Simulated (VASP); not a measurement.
## AgCl (strained measured structure): one PBE single-point calculation in two programs

```xyz
2
Lattice="0.0000 2.8056 2.8056 2.8056 0.0000 2.8056 2.8056 2.8056 0.0000" Properties=species:S:1:pos:R:3 pbc="T T T"
Ag    0.0000    0.0000    0.0000
Cl    2.8056    2.8056    2.8056
```

Datasets and cutoffs are each program's own. VASP's cell holds 18 valence electrons and Ansatz's 26. Ansatz's stress includes a Pulay correction; VASP's doesn't.

Cutoffs: 520 eV in VASP, 420 eV in Ansatz. k meshes: 8×8×8 and 8×8×8.

```json
{"": "gap between bands v and c", "VASP": "0.92 eV", "Ansatz": "0.92 eV"}
{"": "least direct gap", "VASP": "2.89 eV", "Ansatz": "2.90 eV"}
{"": "pressure", "VASP": "-0.1 GPa", "Ansatz": "0.0 GPa"}
```

Band v is the last that the valence electrons fill when counted band by band, and c is the next. Levels in eV from the top of v, Ansatz:

```json
{"point": "Γ", "v−1": "-2.18", "v": "-2.18", "c": "0.92", "c+1": "10.72"}
{"point": "X", "v−1": "-1.86", "v": "-1.80", "c": "2.43", "c+1": "8.02"}
{"point": "K", "v−1": "-1.57", "v": "-0.98", "c": "3.61", "c+1": "7.24"}
{"point": "L", "v−1": "0.00", "v": "0.00", "c": "4.33", "c+1": "6.35"}
{"point": "W", "v−1": "-1.86", "v": "-1.10", "c": "4.15", "c+1": "7.86"}
```

VASP:

```tsv
point	v−1	v	c	c+1
Γ	-2.18	-2.18	0.92	10.87
X	-1.86	-1.80	2.44	8.08
K	-1.57	-0.98	3.62	7.27
L	0.00	0.00	4.34	6.35
W	-1.86	-1.10	4.15	7.89
```
